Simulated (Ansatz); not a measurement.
# Ga2O3 (Ga2O3): the cost of one run

Computed with Ansatz 0.2.0 (DFT PBE, scalar-relativistic, plane waves, PAW, and further levels as typed in the inputs, unless a step's input says otherwise).

### Step 1. The structure to begin with

Symmetry: C2/m, No. 12, monoclinic system. The conventional cell has a = 12.214 Å, b = 3.037 Å, c = 5.798 Å, α = 90.00°, β = 103.83°, γ = 90.00°. Around Ga (site symmetry m) lie 4 O at 1.84 to 1.87 Å. Ga (site symmetry m) is surrounded by 6 O at 1.93 to 2.07 Å. Around O (site symmetry m) lie 3 Ga at 1.84 to 1.95 Å. O (site symmetry m) has 4 Ga at 1.87 to 2.07 Å as nearest neighbours. O (site symmetry m) is surrounded by 3 Ga at 1.84 to 1.93 Å.

As a file:

```
Ga O
1.0
     6.10700   -1.51855    0.00000
     6.10700    1.51855    0.00000
    -1.38599    0.00000    5.63001
Ga O
4 6
Cartesian
  0.0142 0.0000 4.4798
  10.8138 0.0000 1.1502
  7.6176 0.0000 1.7638
  3.2104 0.0000 3.8662
  1.9131 0.0000 0.6135
  8.9149 0.0000 5.0165
  1.3270 0.0000 3.1539
  9.5010 0.0000 2.4761
  5.7121 0.0000 1.4280
  5.1160 0.0000 4.2020
```

### Step 2. Single point: Ga2O3 (Ga2O3), no spin

It takes the final geometry of an earlier run.

File input.yaml:

```yaml
crystal:
  lattice:
    - [6.107, -1.51855, 0.0]
    - [6.107, 1.51855, 0.0]
    - [-1.3859889, 0.0, 5.63000874]
  atoms:
    - { symbol: Ga, position: [0.091459866, 0.091459866, 0.7957077381] }
    - { symbol: Ga, position: [0.908540134, 0.908540134, 0.2042922619] }
    - { symbol: Ga, position: [0.6592288902, 0.6592288902, 0.3132795334] }
    - { symbol: Ga, position: [0.3407711098, 0.3407711098, 0.6867204666] }
    - { symbol: O, position: [0.1689990101, 0.1689990101, 0.1089626188] }
    - { symbol: O, position: [0.8310009899, 0.8310009899, 0.8910373812] }
    - { symbol: O, position: [0.1722131895, 0.1722131895, 0.5602008701] }
    - { symbol: O, position: [0.8277868105, 0.8277868105, 0.4397991299] }
    - { symbol: O, position: [0.4964456801, 0.4964456801, 0.2536350024] }
    - { symbol: O, position: [0.5035543199, 0.5035543199, 0.7463649976] }
scf:
  occupations: { method: fixed }
  n_extra_bands: 4
output:
  forces: true
  stress: true
  eigenvalues: true
kpoints:
  mp_grid: { grid: [6, 6, 4] }
hamiltonian:
  xc: pbe
```

Run with:

```
> ansatz run input.yaml --threads 8 --pin off --max-ram 18432MiB --backend cpu --events-out ev --progress --plain --runs-dir out
```

Q: Estimate wall time and peak memory on 8 threads of Intel Xeon at 2.70GHz, shared host.

About 2.9 s, with a peak of 0.68 GiB.
